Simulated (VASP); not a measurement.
# ZnS (F-43m) in VASP: band structure with PBEsol

Aim: the band structure of ZnS with PBEsol.

Everything below comes from runs of VASP 6.6.1. Logs are shortened: lines on timing, memory, paths and dates and some standing lists are left out, and cuts for length are marked.

**Experimental background.**

“Electronic, vibrational, and thermodynamic properties of ZnS (zincblende and rocksalt structure)”, 2009, arxiv:0911.5022 quotes, for a bulk crystal of ZnS at 19 K: band gap 3.85 eV (direct).

The runs below are set against these values where they give the same quantity.

## (1) The structure

Symmetry: F-43m, No. 216, cubic system. The conventional cell has a = 5.361 Å, b = 5.361 Å, c = 5.361 Å, α = 90.00°, β = 90.00°, γ = 90.00°. Zn (site symmetry -43m) is surrounded by 4 S at 2.32 Å. S (site symmetry -43m) has 4 Zn at 2.32 Å as nearest neighbours.

## (2) Band structure, PBEsol

Input file INCAR:

```
PREC = Accurate ; ENCUT = 520
EDIFF = 1E-7 ; ISMEAR = 0
SIGMA = 0.03 ; LREAL = False
LASPH = True ; NELM = 80
ALGO = Normal ; ISIF = 2
LWAVE = False ; LCHARG = False
GGA = PS ; NBANDS = 16
ICORELEVEL = 1
```

Input file KPOINTS:

```
Automatic mesh
0
Gamma
  10 10 10
```

Input file POSCAR:

```
ZnS                                     
1.0
    0.0000000000      2.6803314387      2.6803314387
    2.6803314387      0.0000000000      2.6803314387
    2.6803314387      2.6803314387      0.0000000000
  Zn              S             
     1     1
Direct
     0.2500000000000000    0.2500000000000000    0.2500000000000000
     0.0000000000000000    0.0000000000000000    0.0000000000000000
```

Input file KPOINTS_OPT:

```
explicit points
109
Reciprocal
 0.0000000000  0.0000000000  0.0000000000 1
 0.0555555556  0.0000000000  0.0555555556 1
 0.1111111111  0.0000000000  0.1111111111 1
 0.1666666667  0.0000000000  0.1666666667 1
 0.2222222222  0.0000000000  0.2222222222 1
 0.2777777778  0.0000000000  0.2777777778 1
 0.3333333333  0.0000000000  0.3333333333 1
 0.3888888889  0.0000000000  0.3888888889 1
 0.4444444444  0.0000000000  0.4444444444 1
 0.5000000000  0.0000000000  0.5000000000 1
 0.5000000000  0.0000000000  0.5000000000 1
 0.5000000000  0.0277777778  0.5277777778 1
 0.5000000000  0.0555555556  0.5555555556 1
 0.5000000000  0.0833333333  0.5833333333 1
 0.5000000000  0.1111111111  0.6111111111 1
 0.5000000000  0.1388888889  0.6388888889 1
 0.5000000000  0.1666666667  0.6666666667 1
 0.5000000000  0.1944444444  0.6944444444 1
 0.5000000000  0.2222222222  0.7222222222 1
 0.5000000000  0.2500000000  0.7500000000 1
 0.5000000000  0.2500000000  0.7500000000 1
 0.4861111111  0.2638888889  0.7500000000 1
 0.4722222222  0.2777777778  0.7500000000 1
 0.4583333333  0.2916666667  0.7500000000 1
 0.4444444444  0.3055555556  0.7500000000 1
 0.4305555556  0.3194444444  0.7500000000 1
 0.4166666667  0.3333333333  0.7500000000 1
 0.4027777778  0.3472222222  0.7500000000 1
 0.3888888889  0.3611111111  0.7500000000 1
 0.3750000000  0.3750000000  0.7500000000 1
 0.3750000000  0.3750000000  0.7500000000 1
 0.3333333333  0.3333333333  0.6666666667 1
 0.2916666667  0.2916666667  0.5833333333 1
 0.2500000000  0.2500000000  0.5000000000 1
 0.2083333333  0.2083333333  0.4166666667 1
 0.1666666667  0.1666666667  0.3333333333 1
 0.1250000000  0.1250000000  0.2500000000 1
 0.0833333333  0.0833333333  0.1666666667 1
 0.0416666667  0.0416666667  0.0833333333 1
 0.0000000000  0.0000000000  0.0000000000 1
 0.0000000000  0.0000000000  0.0000000000 1
 0.0555555556  0.0555555556  0.0555555556 1
 0.1111111111  0.1111111111  0.1111111111 1
 0.1666666667  0.1666666667  0.1666666667 1
 0.2222222222  0.2222222222  0.2222222222 1
 0.2777777778  0.2777777778  0.2777777778 1
 0.3333333333  0.3333333333  0.3333333333 1
 0.3888888889  0.3888888889  0.3888888889 1
 0.4444444444  0.4444444444  0.4444444444 1
 0.5000000000  0.5000000000  0.5000000000 1
 0.5000000000  0.5000000000  0.5000000000 1
 0.5138888889  0.4722222222  0.5138888889 1
 0.5277777778  0.4444444444  0.5277777778 1
 0.5416666667  0.4166666667  0.5416666667 1
 0.5555555556  0.3888888889  0.5555555556 1
 0.5694444444  0.3611111111  0.5694444444 1
 0.5833333333  0.3333333333  0.5833333333 1
 0.5972222222  0.3055555556  0.5972222222 1
 0.6111111111  0.2777777778  0.6111111111 1
 0.6250000000  0.2500000000  0.6250000000 1
 0.6250000000  0.2500000000  0.6250000000 1
 0.6111111111  0.2500000000  0.6388888889 1
 0.5972222222  0.2500000000  0.6527777778 1
 0.5833333333  0.2500000000  0.6666666667 1
 0.5694444444  0.2500000000  0.6805555556 1
 0.5555555556  0.2500000000  0.6944444444 1
 0.5416666667  0.2500000000  0.7083333333 1
 0.5277777778  0.2500000000  0.7222222222 1
 0.5138888889  0.2500000000  0.7361111111 1
 0.5000000000  0.2500000000  0.7500000000 1
 0.5000000000  0.2500000000  0.7500000000 1
 0.5000000000  0.2777777778  0.7222222222 1
 0.5000000000  0.3055555556  0.6944444444 1
 0.5000000000  0.3333333333  0.6666666667 1
 0.5000000000  0.3611111111  0.6388888889 1
 0.5000000000  0.3888888889  0.6111111111 1
 0.5000000000  0.4166666667  0.5833333333 1
 0.5000000000  0.4444444444  0.5555555556 1
 0.5000000000  0.4722222222  0.5277777778 1
 0.5000000000  0.5000000000  0.5000000000 1
 0.5000000000  0.5000000000  0.5000000000 1
 0.4861111111  0.4861111111  0.5277777778 1
 0.4722222222  0.4722222222  0.5555555556 1
 0.4583333333  0.4583333333  0.5833333333 1
 0.4444444444  0.4444444444  0.6111111111 1
 0.4305555556  0.4305555556  0.6388888889 1
 0.4166666667  0.4166666667  0.6666666667 1
 0.4027777778  0.4027777778  0.6944444444 1
 0.3888888889  0.3888888889  0.7222222222 1
 0.3750000000  0.3750000000  0.7500000000 1
 0.6250000000  0.2500000000  0.6250000000 1
 0.6111111111  0.2222222222  0.6111111111 1
 0.5972222222  0.1944444444  0.5972222222 1
 0.5833333333  0.1666666667  0.5833333333 1
 0.5694444444  0.1388888889  0.5694444444 1
 0.5555555556  0.1111111111  0.5555555556 1
 0.5416666667  0.0833333333  0.5416666667 1
 0.5277777778  0.0555555556  0.5277777778 1
 0.5138888889  0.0277777778  0.5138888889 1
 0.5000000000  0.0000000000  0.5000000000 1
 0.0000000000  0.0000000000  0.0000000000 1
 0.3750000000  0.3750000000  0.7500000000 1
 0.5000000000  0.5000000000  0.5000000000 1
 0.6250000000  0.2500000000  0.6250000000 1
 0.5000000000  0.2500000000  0.7500000000 1
 0.5000000000  0.0000000000  0.5000000000 1
 0.4000000000  0.0000000000  0.4000000000 1
 0.4250000000  0.0000000000  0.4250000000 1
 0.4500000000  0.0000000000  0.4500000000 1
```

Potentials or basis: VASP PAW PBE potentials, release 64 (Zn, S).

Run with:

```
cat potpaw_PBE.64/Zn/POTCAR potpaw_PBE.64/S/POTCAR > POTCAR
mpirun -np 1 vasp_std > vasp.out
```

OUTCAR:

```text
PREC = Accurate
   ENCUT = 520
   EDIFF = 1E-7
   ISMEAR = 0
   LREAL = False
   LASPH = True
   NELM = 80
   ISIF = 2
   GGA = PS

 ion  position               nearest neighbor table
   1  0.250  0.250  0.250-   2 2.32   2 2.32   2 2.32   2 2.32
   2  0.000  0.000  0.000-   1 2.32   1 2.32   1 2.32   1 2.32

  LATTYP: Found a face centered cubic cell.
 ALAT       =     5.3606628774

  Lattice vectors:

 A1 = (   0.0000000000,   2.6803314387,   2.6803314387)
 A2 = (   2.6803314387,   0.0000000000,   2.6803314387)
 A3 = (   2.6803314387,   2.6803314387,   0.0000000000)

Analysis of symmetry for initial positions (statically):
=====================================================================
 Subroutine PRICEL returns:
 Original cell was already a primitive cell.

 Routine SETGRP: Setting up the symmetry group for a
 face centered cubic supercell.

 Subroutine GETGRP returns: Found 24 space group operations
 (whereof 24 operations were pure point group operations)
 out of a pool of 48 trial point group operations.

The static configuration has the point symmetry T_d .

Analysis of symmetry for dynamics (positions and initial velocities):
=====================================================================
 Subroutine PRICEL returns:
 Original cell was already a primitive cell.

 Routine SETGRP: Setting up the symmetry group for a
 face centered cubic supercell.

 Subroutine GETGRP returns: Found 24 space group operations
 (whereof 24 operations were pure point group operations)
 out of a pool of 48 trial point group operations.

The dynamic configuration has the point symmetry T_d .

 Subroutine INISYM returns: Found 24 space group operations
 (whereof 24 operations are pure point group operations),
 and found     1 'primitive' translations

----------------------------------------------------------------------------------------

                                     Primitive cell

  volume of cell :      38.5119

  direct lattice vectors                    reciprocal lattice vectors
     0.000000000  2.680331439  2.680331439    -0.186544094  0.186544094  0.186544094
     2.680331439  0.000000000  2.680331439     0.186544094 -0.186544094  0.186544094
     2.680331439  2.680331439  0.000000000     0.186544094  0.186544094 -0.186544094

  length of vectors
     3.790561072  3.790561072  3.790561072     0.323103849  0.323103849  0.323103849

  position of ions in fractional coordinates (direct lattice)
     0.250000000  0.250000000  0.250000000
     0.000000000  0.000000000  0.000000000

  ion indices of the primitive-cell ions
   primitive index   ion index
                 1           1
                 2           2

----------------------------------------------------------------------------------------

 KPOINTS: Automatic mesh

Automatic generation of k-mesh.
 Grid dimensions read from file:
 generate k-points for:   10   10   10

 Generating k-lattice:

  Cartesian coordinates                     Fractional coordinates (reciprocal lattice)
    -0.018654409  0.018654409  0.018654409     0.100000000  0.000000000  0.000000000
     0.018654409 -0.018654409  0.018654409     0.000000000  0.100000000  0.000000000
     0.018654409  0.018654409 -0.018654409     0.000000000  0.000000000  0.100000000

  Length of vectors
     0.032310385  0.032310385  0.032310385

  Shift w.r.t. Gamma in fractional coordinates (k-lattice)
     0.000000000  0.000000000  0.000000000

 Subroutine IBZKPT returns following result:
 ===========================================

 Found     47 irreducible k-points:

 Following reciprocal coordinates:
            Coordinates               Weight
  0.000000  0.000000  0.000000      1.000000
  0.100000  0.000000  0.000000      8.000000
  0.200000  0.000000  0.000000      8.000000
  0.300000  0.000000  0.000000      8.000000
  0.400000  0.000000  0.000000      8.000000
  0.500000  0.000000  0.000000      4.000000
[... 16 lines left out ...]
  0.300000  0.300000  0.000000      6.000000
  0.400000  0.300000  0.000000     24.000000
 [... further k-points ...]
   k-points           NKPTS =     47   k-points in BZ     NKDIM =     47   number of bands    NBANDS=     16
   number of dos      NEDOS =    301   number of ions     NIONS =      2
   total plane-waves  NPLWV =  21952
   dimension x,y,z NGX =    28 NGY =   28 NGZ =   28
   dimension x,y,z NGXF=    56 NGYF=   56 NGZF=   56
   ions per type =               1   1
   NGX,Y,Z   is equivalent  to a cutoff of  12.28, 12.28, 12.28 a.u.
   NGXF,Y,Z  is equivalent  to a cutoff of  24.56, 24.56, 24.56 a.u.
 SYSTEM =  unknown system
   PREC   = accura    normal or accurate (medium, high low for compatibility)
   ISTART =      0    job   : 0-new  1-cont  2-samecut
   ICHARG =      2    charge: 1-file 2-atom 10-const
   ISPIN  =      1    spin polarized calculation?
   LNONCOLLINEAR =      F non collinear calculations
   LSORBIT =      F    spin-orbit coupling
   LASPH  =      T    aspherical Exc in radial PAW
   ENCUT  =  520.0 eV  38.22 Ry    6.18 a.u.   7.05  7.05  7.05*2*pi/ulx,y,z
   NELM   =     80;   NELMIN=  2; NELMDL= -5     # of ELM steps
   EDIFF  = 0.1E-06   stopping-criterion for ELM
   LREAL  =      F    real-space projection
   EDIFFG = 0.1E-05   stopping-criterion for IOM
   NSW    =      0    number of steps for IOM
   IBRION =     -1    ionic relax: 0-MD 1-quasi-New 2-CG
   NFREE  =      0    steps in history (QN), initial steepest desc. (CG)
   ISIF   =      2    stress and relaxation
   ISYM   =      2    0-nonsym 1-usesym 2-fastsym
   POTIM  = 0.5000    time-step for ionic-motion
   TEBEG  =    0.0;   TEEND  =   0.0 temperature during run
   PSTRESS=    0.0 pullay stress
   NELECT =      18.0000    total number of electrons
   NUPDOWN=      -1.0000    fix difference up-down
   EMIN   =  10.00;   EMAX   =-10.00  energy-range for DOS
   EFERMI =   0.00;   METHOD = LEGACY
   ISMEAR =     0;   SIGMA  =   0.03  broadening in eV -4-tet -1-fermi 0-gaus
   EFERMI_NEDOS =   21; number of points for ismear=-14 and -15
   IALGO  =     38    algorithm
   IMIX   =      4    mixing-type and parameters
     AMIX     =   0.40;   BMIX     =  1.00
     AMIX_MAG =   1.60;   BMIX_MAG =  1.00
  volume/ion in A,a.u.               =      19.26       129.95
  Fermi-wavevector in a.u.,A,eV,Ry     =   1.270478  2.400855 21.961361  1.614114
  Thomas-Fermi vector in A             =   2.403463
   LORBIT       =      0    0 simple, 1 ext, 2 COOP (PROOUT), +10 PAW based schemes
   GGA     = PS    functional components
   LHFCALC =     F    Hartree Fock is set to
   AEXX    =    0.0000 exact exchange contribution
   IVDW    =     0    specifies the selected vdW correction
   LEPSILON=     F    determine dielectric tensor
   LRPA    =     F    only Hartree local field effects (RPA)
 non-spin polarized calculation
 Gauss-broadening in eV      SIGMA  =   0.03
  energy-cutoff  :      520.00
  volume of cell :       38.51
 maximum number of plane-waves:      1056
   NGX = 15   NGY = 15   NGZ = 15

 number of electron      18.0000014 magnetization

 Free energy of the ion-electron system (eV)
  ---------------------------------------------------
  ext. energy  EPLUGINS =         0.00000000
  ---------------------------------------------------
  free energy    TOTEN  =        -7.58900393 eV

  energy without entropy =       -7.58900393  energy(sigma->0) =       -7.58900393

 the core state eigenenergies are
   1-  1s  -9518.2292  2s  -1151.7606  2p   -997.4137  3s   -122.7778  3p    -76.9403

   2-  1s  -2396.4944  2s   -202.6038  2p   -147.3721

 E-fermi :   2.3886     XC(G=0):  -9.9636

 val. band max:        2.2417237758   @ k =   0.0000   0.0000   0.0000
 cond. band min:       4.3244485784   @ k =   0.0000   0.0000   0.0000
 fundamental gap:      2.0827248026
 Fermi energy:         2.3886079348

 k-point     1 :       0.0000    0.0000    0.0000
  band No.  band energies     occupation
      1     -11.0859      2.00000
      2      -4.2306      2.00000
      3      -4.2306      2.00000
      4      -4.2306      2.00000
      5      -3.7024      2.00000
      6      -3.7024      2.00000
[... 433 lines left out ...]
      3      -3.9716      2.00000
      4      -3.9636      2.00000
      5      -3.6821      2.00000
      6      -3.6411      2.00000
[... 8 lines left out ...]
     15      15.6592      0.00000
     16      18.1659      0.00000

 [... further k-points ...]

------------------------ aborting loop because EDIFF is reached ----------------------------------------

  FORCE on cell =-STRESS in cart. coord.  units (eV):
  Direction    XX          YY          ZZ          XY          YZ          ZX
  --------------------------------------------------------------------------------------
  -------------------------------------------------------------------------------------
  Total        0.0044263      0.0044263      0.0044263     -0.0000000     -0.0000000      0.0000000
  in kB        0.1841417      0.1841417      0.1841417     -0.0000000     -0.0000000      0.0000000
  external PRESSURE =       0.1841417 kB  Pullay stress =       0.0000000 kB

 VOLUME and BASIS-vectors are now :
 -----------------------------------------------------------------------------
  energy-cutoff  :      520.00
  volume of cell :       38.51
      direct lattice vectors                 reciprocal lattice vectors
     0.000000000  2.680331439  2.680331439    -0.186544094  0.186544094  0.186544094
     2.680331439  0.000000000  2.680331439     0.186544094 -0.186544094  0.186544094
     2.680331439  2.680331439  0.000000000     0.186544094  0.186544094 -0.186544094

 POSITION                                       TOTAL-FORCE (eV/Angst)
 -----------------------------------------------------------------------------------
      1.34017      1.34017      1.34017        -0.000000     -0.000000     -0.000000
      0.00000      0.00000      0.00000         0.000000      0.000000      0.000000
 -----------------------------------------------------------------------------------
    total drift:                               -0.000002     -0.000002     -0.000002

  FREE ENERGIE OF THE ION-ELECTRON SYSTEM (eV)
  ---------------------------------------------------
  free  energy   TOTEN  =        -7.5890039340 eV

  energy  without entropy=       -7.5890039340  energy(sigma->0) =       -7.58900393
```

It took 23 s on 1 thread of Intel Xeon 6975P-C (Granite Rapids), shared host; peak memory 0.18 GiB.

Results:

| Quantity | Value |
| --- | --- |
| Free energy | -7.5890 eV |
| Pressure | 0.0 GPa |
| Band gap on the k mesh | 2.08 eV, direct |
| Band gap along the path | 2.08 eV, direct |

Levels at the corners of the path, in eV from the valence-band top:
| point | band 7 | band 8 | band 9 | band 10 | band 11 | band 12 |
| --- | --- | --- | --- | --- | --- | --- |
| Γ | 0.00 | 0.00 | 0.00 | 2.08 | 6.29 | 6.29 |
| X | -4.70 | -2.34 | -2.34 | 3.18 | 3.96 | 11.00 |
| X | -4.70 | -2.34 | -2.34 | 3.18 | 3.96 | 11.00 |
| W | -4.76 | -2.92 | -2.86 | 5.56 | 6.11 | 7.81 |
| W | -4.76 | -2.92 | -2.86 | 5.56 | 6.11 | 7.81 |
| K | -4.79 | -3.28 | -1.90 | 3.97 | 5.94 | 9.34 |
| K | -4.79 | -3.28 | -1.90 | 3.97 | 5.94 | 9.34 |
| Γ | 0.00 | 0.00 | 0.00 | 2.08 | 6.29 | 6.29 |
| Γ | 0.00 | 0.00 | 0.00 | 2.08 | 6.29 | 6.29 |
| L | -5.52 | -0.91 | -0.91 | 3.24 | 6.82 | 6.82 |
| L | -5.52 | -0.91 | -0.91 | 3.24 | 6.82 | 6.82 |
| U | -4.79 | -3.28 | -1.90 | 3.97 | 5.94 | 9.34 |
| U | -4.79 | -3.28 | -1.90 | 3.97 | 5.94 | 9.34 |
| W | -4.76 | -2.92 | -2.86 | 5.56 | 6.11 | 7.81 |
| W | -4.76 | -2.92 | -2.86 | 5.56 | 6.11 | 7.81 |
| L | -5.52 | -0.91 | -0.91 | 3.24 | 6.82 | 6.82 |
| L | -5.52 | -0.91 | -0.91 | 3.24 | 6.82 | 6.82 |
| K | -4.79 | -3.28 | -1.90 | 3.97 | 5.94 | 9.34 |
| U | -4.79 | -3.28 | -1.90 | 3.97 | 5.94 | 9.34 |
| X | -4.70 | -2.34 | -2.34 | 3.18 | 3.96 | 11.00 |

Core levels (eV, on the scale of the bands):
```
atom                                                  levels
1 Zn  1s -9518.2, 2s -1151.8, 2p -997.4, 3s -122.8, 3p -76.9
 2 S                        1s -2396.5, 2s -202.6, 2p -147.4
```

Caveat: the PAW data sets were made with another functional, which shifts forces and pressure a little.

## (3) Against experiment

Step 2. Measured gap of ZnS: 3.85 eV (direct; 19 K; quoted in “Electronic, vibrational, and thermodynamic properties of ZnS (zincblende and rocksalt structure)”, 2009, arxiv:0911.5022). This calculation gives 2.08 eV (-1.77 eV). The value is that of PBEsol, without temperature or zero-point motion. Semilocal functionals fall short of measured gaps as a rule.
